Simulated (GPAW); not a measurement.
**Magnetic state of zigzag Cr chain, bond 2.497 A from several starts**

Wanted: the moments of zigzag Cr chain, bond 2.497 A and the energy of each order that was tried.

Program: GPAW 26.7.0. Level of theory: revPBE; plane waves with GPAW's PAW setups, scalar-relativistic. Results are calculated unless marked as measured.

## (1) Set-up

The cell holds 2 atoms: 2 Cr. Cell: a = 12.000 Å, b = 12.000 Å, c = 2.996 Å, α = 90.0°, β = 90.0°, γ = 90.0°. model lattice. Vacuum lies along a and b. The structure's axis is c.

As a file:

```cif
data_structure
_symmetry_space_group_name_H-M 'P 1'
_symmetry_Int_Tables_number 1
_cell_length_a 12.0000
_cell_length_b 12.0000
_cell_length_c 2.9964
_cell_angle_alpha 90.000
_cell_angle_beta 90.000
_cell_angle_gamma 90.000
_cell_volume 431.48
loop_
_atom_site_label
_atom_site_type_symbol
_atom_site_fract_x
_atom_site_fract_y
_atom_site_fract_z
_atom_site_occupancy
Cr1 Cr 0.41677 0.50000 0.00000 1
Cr2 Cr 0.58323 0.50000 0.50000 1
```

The settings of this session are not all sound (see the inputs), so it shows what such settings give, not the properties of the crystal.

## (2) Start 1: ferro ++

The parallel start comes first: it fits the smallest cell, keeps the most symmetry and shows whether parallel moments form.

The input, order1.py:

```python
import json
import numpy as np
from ase import Atoms
from ase.parallel import paropen, parprint
from gpaw import GPAW

atoms = Atoms(['Cr', 'Cr'],
    cell=[[12.0, 0.0, 0.0],
         [0.0, 12.0, 0.0],
         [0.0, 0.0, 2.9964]],
    scaled_positions=[[0.41676667, 0.5, 0.0],
         [0.58323333, 0.5, 0.5]],
    pbc=True,
    magmoms=[2.5, 2.5])
atoms.calc = GPAW(mode={'name': 'pw', 'ecut': 550},
    xc='revPBE',
    kpts={'size': (1, 1, 4), 'gamma': True},
    occupations={'name': 'fermi-dirac', 'width': 0.1},
    convergence={'density': 1e-05, 'energy': 1e-05},
    maxiter=200,
    symmetry={'tolerance': 1e-4},
    txt='order1.txt')
e = atoms.get_potential_energy(force_consistent=True)
res = {'free_energy': e, 'energy_sigma0': atoms.get_potential_energy(), 'fermi_energy': atoms.calc.get_fermi_level()}
res['moments'] = atoms.get_magnetic_moments().tolist()
res['total'] = atoms.get_magnetic_moment()
parprint('site moments (muB):', np.round(res['moments'], 3))
parprint(f"total moment: {res['total']:.3f} muB")
parprint(f'free energy: {e:.6f} eV')
atoms.calc.write('order1.gpw')
with paropen('results.json', 'w') as f:
    json.dump(res, f)
```

Run with:

```sh
$ OMP_NUM_THREADS=1 python3 order1.py > order1.log
```

The program printed:

```text
site moments (muB): [3.657 3.657]
total moment: 9.391 muB
free energy: -12.315186 eV

--- order1.txt ---
Input parameters:
  mode=PW(ecut=550),
  convergence={'density': 1e-05, 'energy': 1e-05},
  kpts=MonkhorstPack(size=(1, 1, 4), gamma=True),
  maxiter=200,
  occupations=Occupations(name='fermi-dirac', width=0.1),
  symmetry=Symmetry(tolerance=0.0001),
  xc=XC(name='revPBE')

Diagonalizing LCAO Hamiltonian
Converting LCAO to pw mode
        .----------------------------.
       /|                            |
      / |                            |
     /  |                            |
    /   .----------------------------.
   /   /                            /
  /   /              Cr            /
 *   /                            /
 |  /            Cr              /
 | /                            /
 |/                            /
 *----------------------------*

Atoms  # Å, Bohr magnetons
|   | symbol |        x |        y |        z |    initial magnetic moments |
|---|--------|----------|----------|----------|-----------------------------|
| 0 |     Cr | 5.001200 | 6.000000 | 0.000000 | ( 0.0000,  0.0000,  2.5000) |
| 1 |     Cr | 6.998800 | 6.000000 | 1.498200 | ( 0.0000,  0.0000,  2.5000) |

Unit cell  # Å
| periodic |         x |         y |        z |   lengths |    angles |
|----------|-----------|-----------|----------|-----------|-----------|
|      yes | 12.000000 |  0.000000 | 0.000000 | 12.000000 | 90.000000 |
|      yes |  0.000000 | 12.000000 | 0.000000 | 12.000000 | 90.000000 |
|      yes |  0.000000 |  0.000000 | 2.996400 |  2.996400 | 90.000000 |

Number of symmetries: 4

BZ-sampling:
  Number of BZ points: 4
  Number of IBZ points: 3

  Monkhorst-Pack size: [1, 1, 4]
  Monkhorst-Pack shift: [0.0, 0.0, 0.125]

K-points  # in reciprocal-cell coordinates
|   |                                coordinates |     weight |
|---|--------------------------------------------|------------|
| 0 | (  0.00000000,   0.00000000,   0.00000000) | 0.25000000 |
| 1 | (  0.00000000,   0.00000000,   0.25000000) | 0.50000000 |
| 2 | (  0.00000000,   0.00000000,   0.50000000) | 0.25000000 |

Plane wave coefficients: 12724
Cutoff: 550.0 eV

Spin-components: 2 (collinear spins)
Bands:           15
Projectors:      12
Spin-degeneracy: 1
Datatype:        complex128

Parallelization:
  kpt:    1
  domain: 1
  band:   1

Density:
  Valence electrons: 12.0
  Components: 2
  Grid points: [70 70 18]
  Charge: 0.0  # |e|

Potential:
  Grid points: [70 70 18]

species:
  Cr:
    name:    Chromium
    Z:       24.0
    valence: 6
    core:    18
    charge:  0.0  # [|e|]
    compensation charges:
      type: gauss
      rc: 0.35  # [Å]
      lmax: 2
    cutoffs:
      filter: 2.14  # [Å]
      core: 3.04  # [Å]
    projectors
    | kind |    occ | energy [eV] | rcut [Å] |
    |------|--------|-------------|----------|
    |   4s |  1.000 |      -3.933 |    1.164 |
    |   4p |  0.000 |      -0.966 |    1.217 |
    |   3d |  5.000 |      -2.850 |    1.111 |
    |    s |        |      23.278 |    1.164 |
    |    p |        |      26.245 |    1.217 |
    |    d |        |      24.362 |    1.111 |

    Using partial waves for Cr as LCAO basis

Reference energy: -57171.998407  # eV

eigensolver:
  PPCG
  Converge bands: occupied
  niter=2

density mixing:
  MSR1-Mixer
  Pratt-step length: 0.05
  Maximum mixing coefficient: 0.75
  Old densities: 10
  SVD Regularization: 0.005
  Good broyden scale: 1.0
  Trust region scale: 1.0
  Backstep threshold: 4.0
  History deletion threshold: 6.0
  Fourier metric: weight=20.0, sigma=0.015

occupation numbers:
  Fermi-Dirac:
    width: 0.1000  # eV

poisson solver:
  ecut: 4400.0  # eV

xc functional:
  name: revPBE with 2 nearest neighbor stencil

convergence criteria:
- Maximum integral of absolute [dens]ity change: 1e-05 electrons / valence electron
- Maximum [total energy] change in last 3 cyles: 1e-05 eV / valence electron
- Maximum integral of absolute [eigenst]ate change: 4e-08 eV^2 / valence electron
maximum number of iterations: 200

SCF iterations
|iter     |      energy | eigst |  dens |  magmom |
|---------|-------------|-------|-------|---------|
|iter:   1|       0s |  -14.127806 | +0.37 |       |  +4.9918|
|iter:   2|       2s |  -13.187156 | -1.10 | -0.26 |  +5.0769|
|iter:   3|       4s |  -12.048213 | +0.17 | -0.31 |  +6.1991|
|iter:   4|       7s |  -11.961658 | -0.36 | -0.60 |  +6.5414|
|iter:   5|       9s |  -12.207360 | -0.94 | -0.67 |  +7.7775|
|iter:   6|      12s |  -12.570559 | -0.98 | -0.93 |  +8.8179|
|iter:   7|      14s |  -12.206267 | -0.98 | -0.72 |  +8.3129|
|iter:   8|      17s |  -12.221611 | -2.42 | -1.29 |  +8.6744|
|iter:   9|      19s |  -12.239516 | -2.40 | -1.47 |  +9.0656|
|iter:  10|      22s |  -12.258157 | -2.46 | -1.71 |  +9.2053|
|iter:  11|      24s |  -12.265014 | -2.88 | -1.95 |  +9.4430|
|iter:  12|      27s |  -12.263971 | -3.45 | -2.13 |  +9.3454|
|iter:  13|      29s |  -12.265238 | -3.88 | -2.47 |  +9.3729|
|iter:  14|      32s |  -12.265946 | -4.34 | -2.82 |  +9.4065|
|iter:  15|      35s |  -12.265557 | -4.70 | -2.94 |  +9.3876|
|iter:  16|      37s |  -12.265494 | -5.85 | -3.45 |  +9.3862|
|iter:  17|      40s |  -12.265606c| -5.95 | -3.49 |  +9.3912|
|iter:  18|      42s |  -12.265601c| -6.91 | -4.26 |  +9.3912|
|iter:  19|      45s |  -12.265598c| -7.61c| -4.60 |  +9.3912|
|iter:  20|      46s |  -12.265591c| -7.62c| -4.68 |  +9.3909|
|iter:  21|      48s |  -12.265593c| -7.93c| -5.14c|  +9.3910|

Converged in 21 steps
Energy contributions relative to reference atoms: (reference = -57171.998407)

Energy contributions:
  Kinetic:          10.781677
  Coulomb:         -11.619571
  Zero:              0.047942
  External:          0.000000
  Xc:              -11.426048
  Entropy:          -0.099186
  Spinorbit:         0.000000
  ----------------------------
  Free energy:     -12.315186
  Extrapolated:    -12.265593

dipole moment: (0.000132, 0.000130, -7.092210)  # |e|*Ang

Total magnetic moment: (0.000000, 0.000000, 9.390973)

Local magnetic moments
|        x |        y |        z |
|----------|----------|----------|
| 0.000000 | 0.000000 | 3.656641 |  # Cr   0
| 0.000000 | 0.000000 | 3.656647 |  # Cr   1

Fermi level: -2.438
Eigenvalues  # (at kpt = [0.000, 0.000, 0.000])
| band index |      eig [eV] | occ [0-1] |      eig [eV] | occ [0-1] |
|------------|---------------|-----------|---------------|-----------|
|          0 |        -7.039 |     1.000 |        -5.210 |     1.000 |
|          1 |        -5.692 |     1.000 |        -3.320 |     1.000 |
|          2 |        -4.632 |     1.000 |        -1.659 |     0.000 |
|          3 |        -4.251 |     1.000 |        -1.228 |     0.000 |
|          4 |        -4.206 |     1.000 |        -1.076 |     0.000 |
|          5 |        -3.324 |     1.000 |        -0.844 |     0.000 |
|          6 |        -3.286 |     1.000 |        -0.327 |     0.000 |
|          7 |        -3.260 |     1.000 |        -0.301 |     0.000 |
|          8 |        -3.207 |     1.000 |        -0.029 |     0.000 |
|          9 |        -3.125 |     0.999 |         0.456 |     0.000 |
|         10 |        -2.704 |     0.935 |         0.497 |     0.000 |
|         11 |        -2.108 |     0.036 |         0.525 |     0.000 |
|         12 |        -2.007 |     0.013 |         1.028 |     0.000 |
|         13 |        -1.078 |     0.000 |         1.206 |     0.000 |
|         14 |         0.550 |     0.000 |         1.637 |     0.000 |

No gap
No difference between direct/indirect transitions
```

It took 55 s on 1 MPI rank of Intel Xeon Platinum 8259CL at 2.50GHz (Skylake/Cascade Lake), shared host; peak memory 0.38 GiB.

This step gave:

| Quantity | Value |
| --- | --- |
| magnetization | 9.391 μB |
| final state | ferromagnetic |
| largest moment | 3.657 μB |

After 21 cycles the largest moment stands at 3.66 μB.

## (3) Start 2: antiferro +-

An opposed order shows whether the pairs that it reverses prefer unlike signs.

order2.py is the script of step 2 with these lines changed:

```diff
@@ -13,3 +13,3 @@
     pbc=True,
-    magmoms=[2.5, 2.5])
+    magmoms=[2.5, -2.5])
 atoms.calc = GPAW(mode={'name': 'pw', 'ecut': 550},
@@ -21,3 +21,3 @@
     symmetry={'tolerance': 1e-4},
-    txt='order1.txt')
+    txt='order2.txt')
 e = atoms.get_potential_energy(force_consistent=True)
@@ -29,3 +29,3 @@
 parprint(f'free energy: {e:.6f} eV')
-atoms.calc.write('order1.gpw')
+atoms.calc.write('order2.gpw')
 with paropen('results.json', 'w') as f:
```

Run with:

```sh
$ OMP_NUM_THREADS=1 python3 order2.py > order2.log
```

The program printed:

```text
site moments (muB): [ 3.569 -3.569]
total moment: -0.000 muB
free energy: -13.766606 eV

--- order2.txt ---
Input parameters:
  mode=PW(ecut=550),
  convergence={'density': 1e-05, 'energy': 1e-05},
  kpts=MonkhorstPack(size=(1, 1, 4), gamma=True),
  maxiter=200,
  occupations=Occupations(name='fermi-dirac', width=0.1),
  symmetry=Symmetry(tolerance=0.0001),
  xc=XC(name='revPBE')

Diagonalizing LCAO Hamiltonian
Converting LCAO to pw mode
        .----------------------------.
       /|                            |
      / |                            |
     /  |                            |
    /   .----------------------------.
   /   /                            /
  /   /              Cr            /
 *   /                            /
 |  /            Cr              /
 | /                            /
 |/                            /
 *----------------------------*

Atoms  # Å, Bohr magnetons
|   | symbol |        x |        y |        z |    initial magnetic moments |
|---|--------|----------|----------|----------|-----------------------------|
| 0 |     Cr | 5.001200 | 6.000000 | 0.000000 | ( 0.0000,  0.0000,  2.5000) |
| 1 |     Cr | 6.998800 | 6.000000 | 1.498200 | ( 0.0000,  0.0000, -2.5000) |

Unit cell  # Å
| periodic |         x |         y |        z |   lengths |    angles |
|----------|-----------|-----------|----------|-----------|-----------|
|      yes | 12.000000 |  0.000000 | 0.000000 | 12.000000 | 90.000000 |
|      yes |  0.000000 | 12.000000 | 0.000000 | 12.000000 | 90.000000 |
|      yes |  0.000000 |  0.000000 | 2.996400 |  2.996400 | 90.000000 |

Number of symmetries: 4

BZ-sampling:
  Number of BZ points: 4
  Number of IBZ points: 3

  Monkhorst-Pack size: [1, 1, 4]
  Monkhorst-Pack shift: [0.0, 0.0, 0.125]

Plane wave coefficients: 12724
Cutoff: 550.0 eV

Spin-components: 2 (collinear spins)
Bands:           12
Projectors:      12
Spin-degeneracy: 1
Datatype:        complex128

Parallelization:
  kpt:    1
  domain: 1
  band:   1

Density:
  Valence electrons: 12.0
  Components: 2
  Grid points: [70 70 18]
  Charge: 0.0  # |e|

Potential:
  Grid points: [70 70 18]

[... setups left out ...]
Reference energy: -57171.998407  # eV

eigensolver:
  PPCG
  Converge bands: occupied
  niter=2

density mixing:
  MSR1-Mixer
  Pratt-step length: 0.05
  Maximum mixing coefficient: 0.75
  Old densities: 10
  SVD Regularization: 0.005
  Good broyden scale: 1.0
  Trust region scale: 1.0
  Backstep threshold: 4.0
  History deletion threshold: 6.0
  Fourier metric: weight=20.0, sigma=0.015

occupation numbers:
  Fermi-Dirac:
    width: 0.1000  # eV

poisson solver:
  ecut: 4400.0  # eV

xc functional:
  name: revPBE with 2 nearest neighbor stencil

convergence criteria:
- Maximum integral of absolute [dens]ity change: 1e-05 electrons / valence electron
- Maximum [total energy] change in last 3 cyles: 1e-05 eV / valence electron
- Maximum integral of absolute [eigenst]ate change: 4e-08 eV^2 / valence electron
maximum number of iterations: 200

SCF iterations
|iter     |      energy | eigst |  dens |  magmom |
|---------|-------------|-------|-------|---------|
|iter:   1|       0s |  -15.339951 | +0.41 |       |  +0.0000|
|iter:   2|       2s |  -14.508151 | -1.11 | -0.25 |  -0.0000|
|iter:   3|       4s |  -13.600452 | +0.32 | -0.30 |  +0.0000|
|iter:   4|       6s |  -13.510110 | -0.34 | -0.61 |  +0.0000|
|iter:   5|       8s |  -13.738155 | -1.40 | -0.79 |  +0.0000|
|iter:   6|      10s |  -13.756822 | -1.82 | -1.30 |  +0.0000|
|iter:   7|      12s |  -13.755776 | -2.49 | -1.69 |  -0.0000|
|iter:   8|      14s |  -13.758792 | -2.90 | -1.88 |  +0.0000|
|iter:   9|      16s |  -13.759012 | -3.52 | -2.68 |  -0.0000|
|iter:  10|      18s |  -13.759002 | -4.09 | -2.96 |  +0.0000|
|iter:  11|      21s |  -13.759037c| -4.48 | -3.13 |  -0.0000|
|iter:  12|      23s |  -13.759029c| -5.04 | -3.52 |  +0.0000|
|iter:  13|      25s |  -13.759029c| -5.50 | -3.92 |  -0.0000|
|iter:  14|      27s |  -13.759027c| -6.01 | -4.16 |  -0.0000|
|iter:  15|      29s |  -13.759028c| -6.41 | -4.37 |  +0.0000|
|iter:  16|      31s |  -13.759029c| -6.91 | -4.80 |  -0.0000|
|iter:  17|      33s |  -13.759029c| -7.27 | -4.97 |  -0.0000|
|iter:  18|      35s |  -13.759029c| -7.64c| -5.11c|  -0.0000|

Converged in 18 steps
Energy contributions relative to reference atoms: (reference = -57171.998407)

Energy contributions:
  Kinetic:          -0.995132
  Coulomb:          -2.493771
  Zero:              0.080372
  External:          0.000000
  Xc:              -10.342920
  Entropy:          -0.015154
  Spinorbit:         0.000000
  ----------------------------
  Free energy:     -13.766606
  Extrapolated:    -13.759029

dipole moment: (0.000130, 0.000130, -7.107822)  # |e|*Ang

Total magnetic moment: (0.000000, 0.000000, -0.000000)

Local magnetic moments
|        x |        y |         z |
|----------|----------|-----------|
| 0.000000 | 0.000000 |  3.568796 |  # Cr   0
| 0.000000 | 0.000000 | -3.568796 |  # Cr   1

Fermi level: -2.428
Eigenvalues  # (at kpt = [0.000, 0.000, 0.000])
| band index |      eig [eV] | occ [0-1] |      eig [eV] | occ [0-1] |
|------------|---------------|-----------|---------------|-----------|
|          0 |        -6.243 |     1.000 |        -6.243 |     1.000 |
|          1 |        -4.760 |     1.000 |        -4.760 |     1.000 |
|          2 |        -3.923 |     1.000 |        -3.923 |     1.000 |
|          3 |        -3.771 |     1.000 |        -3.771 |     1.000 |
|          4 |        -3.455 |     1.000 |        -3.455 |     1.000 |
|          5 |        -2.990 |     0.996 |        -2.990 |     0.996 |
|          6 |        -2.790 |     0.974 |        -2.790 |     0.974 |
|          7 |        -1.905 |     0.005 |        -1.905 |     0.005 |
|          8 |        -0.886 |     0.000 |        -0.886 |     0.000 |
|          9 |        -0.330 |     0.000 |        -0.330 |     0.000 |
|         10 |        -0.299 |     0.000 |        -0.299 |     0.000 |
|         11 |        -0.237 |     0.000 |        -0.237 |     0.000 |

No gap
No difference between direct/indirect transitions
```

The job ended after 41 s (1 MPI rank; peak memory 0.38 GiB).

Read from the output:

```yaml
magnetization: 0 μB
final_state: antiferromagnetic
largest_moment: 3.569 μB
```

It lies 726 meV a seeded atom under the first start, and its largest moment is 3.57 μB against 3.66 μB.

(Part 1 of 2 ends here.)

[Logs and program files are shortened in this print: banners, set-up blocks, solver, clock and traceback lines can be left out without a mark of their own.]

[Logs are printed without paths, hosts, clocks, repeated set-up lines and the standing remarks that a program may print on its own settings, such as how far it seeks lower states.]

[Hosts, paths, dates, database ids (printed as entryN), source tags and the programs' standing remarks are cut or masked in the printed files.]

[Where a cell is said to come from a database of computed structures, the database is the Materials Project.]
